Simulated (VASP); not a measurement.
# CdS (F-43m) in VASP: settings compared, part 2 of 2

VASP 6.6.1. The steps go on from the part before.

### Step 3. Band structure, HSE06

The input, POSCAR:

```
CdS                                     
1.0
    0.0000000000      2.9176352634      2.9176352634
    2.9176352634     -0.0000000000      2.9176352634
    2.9176352634      2.9176352634      0.0000000000
  Cd              S             
     1     1
Direct
     1.0000000000000000    0.0000000000000000    1.0000000000000000
     0.2500000000000000    0.2500000000000000    0.2500000000000000
```

The input, INCAR.step1:

```
PREC = Accurate
ENCUT = 520
EDIFF = 1E-5
ISMEAR = 0
SIGMA = 0.03
LREAL = False
LASPH = True
NELM = 80
ALGO = Normal
ISIF = 2
LWAVE = True
LCHARG = False
NBANDS = 16
KPAR = 2
GGA = PE
```

The input, INCAR.step2:

```
PREC = Accurate
ENCUT = 520
EDIFF = 1E-7
ISMEAR = 0
SIGMA = 0.03
LREAL = False
LASPH = True
NELM = 80
ALGO = Normal
ISIF = 2
LWAVE = False
LCHARG = False
GGA = PE
LHFCALC = True
HFSCREEN = 0.2
PRECFOCK = Fast
NBANDS = 16
KPAR = 2
ISTART = 1
```

The input, KPOINTS:

```
Automatic mesh
0
Gamma
  6 6 6
```

The input, KPOINTS_OPT:

```
explicit points
9
Reciprocal
 0.0000000000  0.0000000000  0.0000000000 1
 0.3750000000  0.3750000000  0.7500000000 1
 0.5000000000  0.5000000000  0.5000000000 1
 0.6250000000  0.2500000000  0.6250000000 1
 0.5000000000  0.2500000000  0.7500000000 1
 0.5000000000  0.0000000000  0.5000000000 1
 0.4000000000  0.0000000000  0.4000000000 1
 0.4250000000  0.0000000000  0.4250000000 1
 0.4500000000  0.0000000000  0.4500000000 1
```

Potentials or basis: VASP PAW PBE potentials, release 64 (Cd, S).

On the command line:

```bash
> cat potpaw_PBE.64/Cd/POTCAR potpaw_PBE.64/S/POTCAR > POTCAR
> cp INCAR.step1 INCAR
> mpirun -np 2 vasp_std > vasp.out
> cp INCAR.step2 INCAR
> mpirun -np 2 vasp_std > vasp.out
```

OUTCAR:

```text
PREC = Accurate
   ENCUT = 520
   EDIFF = 1E-7
   ISMEAR = 0
   LREAL = False
   LASPH = True
   NELM = 80
   ISIF = 2
   GGA = PE
   LHFCALC = True
   HFSCREEN = 0.2
   PRECFOCK = Fast
   ISTART = 1

 ion  position               nearest neighbor table
   1  0.000  0.000  0.000-   2 2.53   2 2.53   2 2.53   2 2.53
   2  0.250  0.250  0.250-   1 2.53   1 2.53   1 2.53   1 2.53

  LATTYP: Found a face centered cubic cell.
 ALAT       =     5.8352705268

  Lattice vectors:

 A1 = (   0.0000000000,   2.9176352634,   2.9176352634)
 A2 = (   2.9176352634,   0.0000000000,   2.9176352634)
 A3 = (   2.9176352634,   2.9176352634,   0.0000000000)

Analysis of symmetry for initial positions (statically):
=====================================================================
 Subroutine PRICEL returns:
 Original cell was already a primitive cell.

 Routine SETGRP: Setting up the symmetry group for a
 face centered cubic supercell.

 Subroutine GETGRP returns: Found 24 space group operations
[... 162 lines left out ...]
  free energy    TOTEN  =        -7.63189019 eV

  energy without entropy =       -7.63189019  energy(sigma->0) =       -7.63189019

 E-fermi :   0.8311     XC(G=0):  -7.5751

 val. band max:        0.6435887301   @ k =   0.0000   0.0000   0.0000
 cond. band min:       2.8280904709   @ k =   0.0000   0.0000   0.0000
 fundamental gap:      2.1845017407
 Fermi energy:         0.8311469069

 k-point     1 :       0.0000    0.0000    0.0000
  band No.  band energies     occupation
      1     -12.9166      2.00000
      2      -8.2095      2.00000
      3      -8.2095      2.00000
      4      -8.2095      2.00000
      5      -7.7267      2.00000
      6      -7.7266      2.00000
[... 281 lines left out ...]
      3      -7.9419      2.00000
      4      -7.8076      2.00000
      5      -7.6866      2.00000
      6      -7.0867      2.00000
[... 8 lines left out ...]
     15      15.3497      0.00000
     16      15.3833      0.00000

------------------------ aborting loop because EDIFF is reached ----------------------------------------

  FORCE on cell =-STRESS in cart. coord.  units (eV):
  Direction    XX          YY          ZZ          XY          YZ          ZX
  --------------------------------------------------------------------------------------
  -------------------------------------------------------------------------------------
  Total        0.6060127      0.6060127      0.6060127      0.0000000     -0.0000000     -0.0000000
  in kB       19.5465141     19.5465141     19.5465141      0.0000000     -0.0000000     -0.0000000
  external PRESSURE =      19.5465141 kB  Pullay stress =       0.0000000 kB

 VOLUME and BASIS-vectors are now :
 -----------------------------------------------------------------------------
  energy-cutoff  :      520.00
  volume of cell :       49.67
      direct lattice vectors                 reciprocal lattice vectors
     0.000000000  2.917635263  2.917635263    -0.171371661  0.171371661  0.171371661
     2.917635263  0.000000000  2.917635263     0.171371661 -0.171371661  0.171371661
     2.917635263  2.917635263  0.000000000     0.171371661  0.171371661 -0.171371661

 POSITION                                       TOTAL-FORCE (eV/Angst)
 -----------------------------------------------------------------------------------
      0.00000      0.00000      0.00000        -0.000000      0.000000      0.000000
      1.45882      1.45882      1.45882         0.000000     -0.000000     -0.000000
 -----------------------------------------------------------------------------------
    total drift:                                0.000016      0.000018      0.000011

  FREE ENERGIE OF THE ION-ELECTRON SYSTEM (eV)
  ---------------------------------------------------
  free  energy   TOTEN  =        -7.6318901893 eV

  energy  without entropy=       -7.6318901893  energy(sigma->0) =       -7.63189019
```

OUTCAR.step1:

```text
PREC = Accurate
   ENCUT = 520
   EDIFF = 1E-5
   ISMEAR = 0
   LREAL = False
[... 517 lines left out ...]
      0.00000      0.00000      0.00000         0.000000     -0.000000     -0.000000
      1.45882      1.45882      1.45882        -0.000000      0.000000      0.000000
 -----------------------------------------------------------------------------------
    total drift:                               -0.000000     -0.000000     -0.000000

  FREE ENERGIE OF THE ION-ELECTRON SYSTEM (eV)
  ---------------------------------------------------
  free  energy   TOTEN  =        -6.1202258013 eV

  energy  without entropy=       -6.1202258013  energy(sigma->0) =       -6.12022580
```

OSZICAR.step1:

```text
N       E                     dE             d eps       ncg     rms          rms(c)
DAV:   1     0.111993267599E+03    0.11199E+03   -0.90887E+03   512   0.102E+03
DAV:   2    -0.236219903105E+01   -0.11436E+03   -0.10833E+03   632   0.258E+02
DAV:   3    -0.663964661105E+01   -0.42774E+01   -0.42714E+01   648   0.517E+01
DAV:   4    -0.666551212789E+01   -0.25866E-01   -0.25864E-01   624   0.395E+00
DAV:   5    -0.666586872309E+01   -0.35660E-03   -0.35659E-03   664   0.435E-01    0.810E+00
DAV:   6    -0.613921788270E+01    0.52665E+00   -0.83491E-01   768   0.116E+01    0.649E+00
DAV:   7    -0.611979565459E+01    0.19422E-01   -0.20072E-01   648   0.305E+00    0.316E+00
DAV:   8    -0.612012235179E+01   -0.32670E-03   -0.18639E-02   568   0.173E+00    0.312E-01
DAV:   9    -0.612002839912E+01    0.93953E-04   -0.22228E-03   624   0.702E-01    0.595E-02
DAV:  10    -0.612015101450E+01   -0.12262E-03   -0.25344E-04   592   0.164E-01    0.669E-02
DAV:  11    -0.612023409667E+01   -0.83082E-04   -0.12680E-04   648   0.924E-02    0.206E-02
DAV:  12    -0.612022580126E+01    0.82954E-05   -0.26452E-05   568   0.681E-02
   1 F= -.61202258E+01 E0= -.61202258E+01  d E =-.100768E-11
```

Wall time 13 min (2 MPI ranks of Intel Xeon 6975P-C (Granite Rapids), shared host); peak memory 0.3 GiB.

What came out:

```yaml
Free_energy: -7.6319 eV
Pressure: 2.0 GPa
Band_gap_on_the_k_mesh: 2.18 eV, direct
Band_gap_along_the_path: 2.18 eV, direct
```

Levels at points of the mesh, in eV from the valence-band top:
```csv
k point,band 6,band 7,band 8,band 9,band 10,band 11,band 12,band 13
"(0.00, 0.00, 0.00)",-8.37,0.00,0.00,0.00,2.18,7.73,7.73,7.73
"(0.50, 0.00, 0.00)",-7.95,-4.69,-0.80,-0.80,4.13,8.18,8.18,8.70
"(0.50, 0.50, 0.00)",-7.87,-4.22,-2.01,-2.01,4.47,5.49,10.57,12.30
```

Caveat: the PAW data sets were made with another functional, which shifts forces and pressure a little.

### Step 4. Band structure, PBE0

POSCAR is that of step 3.

INCAR.step1 is that of step 3.

Edit INCAR.step2 of step 3 so:

```diff
@@ -14,4 +14,5 @@
 LHFCALC = True
-HFSCREEN = 0.2
+AEXX = 0.25
 PRECFOCK = Fast
+HFRCUT = -1
 NBANDS = 16
```

KPOINTS is that of step 3.

KPOINTS_OPT is that of step 3.

On the command line:

```bash
> cat potpaw_PBE.64/Cd/POTCAR potpaw_PBE.64/S/POTCAR > POTCAR
> cp INCAR.step1 INCAR
> mpirun -np 2 vasp_std > vasp.out
> cp INCAR.step2 INCAR
> mpirun -np 2 vasp_std > vasp.out
```

It took 15 min on 2 MPI ranks of Intel Xeon 6975P-C (Granite Rapids), shared host; peak memory 0.22 GiB.

Results (log left out):

| Item | Value |
| --- | --- |
| Free energy | -8.1677 eV |
| Pressure | 1.8 GPa |
| Band gap on the k mesh | 2.81 eV, direct |
| Band gap along the path | 2.81 eV, direct |

Levels at points of the mesh, in eV from the valence-band top:
```tsv
k point	band 6	band 7	band 8	band 9	band 10	band 11	band 12	band 13
(0.00, 0.00, 0.00)	-8.42	0.00	0.00	0.00	2.81	8.43	8.43	8.43
(0.50, 0.00, 0.00)	-8.01	-4.76	-0.82	-0.82	4.80	8.88	8.88	9.39
(0.50, 0.50, 0.00)	-7.92	-4.28	-2.04	-2.04	5.13	6.18	11.27	13.02
```

Caveat: the PAW data sets were made with another functional, which shifts forces and pressure a little.

### Step 5. Summary

| level | screening parameter | exchange at q = 0 | gap on the mesh (eV) | pressure (GPa) |
| --- | --- | --- | --- | --- |
| PBEsol | - | - | 1.00 | 0.1 |
| HSE06 | 0.2 1/A | - | 2.18 | 2.0 |
| PBE0 | - | truncated | 2.81 | 1.8 |

Alike in all rows: task band structure; potentials or basis VASP PAW PBE potentials, release 64 (Cd, S); no spin polarisation; cell as given; k mesh 6 × 6 × 6; cutoff (eV) 520; smearing gaussian 0.03 eV.

On the cell as given the gap runs from 1.00 eV (PBEsol) to 2.81 eV (PBE0). The pressure there spans 0.1 GPa (PBEsol) to 2.0 GPa (HSE06); a positive pressure means that this level wants a larger cell, a negative one a smaller.

Caveats: the PAW data sets were made with another functional, which shifts forces and pressure a little.

Absolute energies hang on the potentials; compare differences alone.
